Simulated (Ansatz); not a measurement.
# InAs: a single-point run

Wanted: a converged single-point run for InAs, and a check of what comes out. The structure is shown as the input types it. The cell is built on a prototype (NiAs type) and needn't be the phase found in nature.

Computed with Ansatz 0.2.0 (density functional or hybrid calculation with the settings of its input, plane waves (as first typed), unless a step's input says otherwise).

## Step 1: Starting point

It takes space group P6_3/mmc (No. 194, hexagonal). The conventional cell has a = 3.965 Å, b = 3.965 Å, c = 6.849 Å, α = 90.00°, β = 90.00°, γ = 120.00°. In (site symmetry -3m) has 6 As at 2.86 Å in its first shell of neighbours. As (site symmetry -6m2) is surrounded by 6 In at 2.86 Å.

As a file:

```
CELL_PARAMETERS angstrom
3.96530 0.00000 0.00000
-1.98265 3.43405 0.00000
0.00000 0.00000 6.84890
ATOMIC_POSITIONS crystal
In 0.00000 0.00000 0.00000
In 0.00000 0.00000 0.50000
As 0.33333 0.66667 0.25000
As 0.66667 0.33333 0.75000
```

## Step 2: The run

Input file input.yaml:

```yaml
crystal:
  lattice:
    - [3.9653011097, 0.0, 0.0]
    - [-1.9826505549, 3.4340514946, 0.0]
    - [0.0, 0.0, 6.8488974507]
  atoms:
    - { symbol: In, position: [0.0, 0.0, 0.0] }
    - { symbol: In, position: [0.0, 0.0, 0.5] }
    - { symbol: As, position: [0.3333333333, 0.6666666667, 0.25] }
    - { symbol: As, position: [0.6666666667, 0.3333333333, 0.75] }
kpoints:
  mp_grid: { grid: [6, 6, 4] }
hamiltonian:
  xc: pbesol
scf:
  occupations: { method: fermi_dirac, width: 0.02 }
  n_extra_bands: 5
  mixing: { beta: 0.005 }
  max_iter: 100
output:
  forces: true
  stress: true
  eigenvalues: true
```

Command:

```
ansatz run input.yaml --threads 4 --pin off --max-ram 3686MiB --backend cpu --events-out ev --progress --plain --runs-dir out
```

What happens when this is run?

The program finished normally. Convergence says nothing about whether the input makes sense.

The suspect setting: scf.mixing.beta is 0.005. What could go wrong: mixing too weak. Here it converged all the same; such a setting changes the road, not the converged state.

To check: delete scf.mixing.beta (the default then holds).
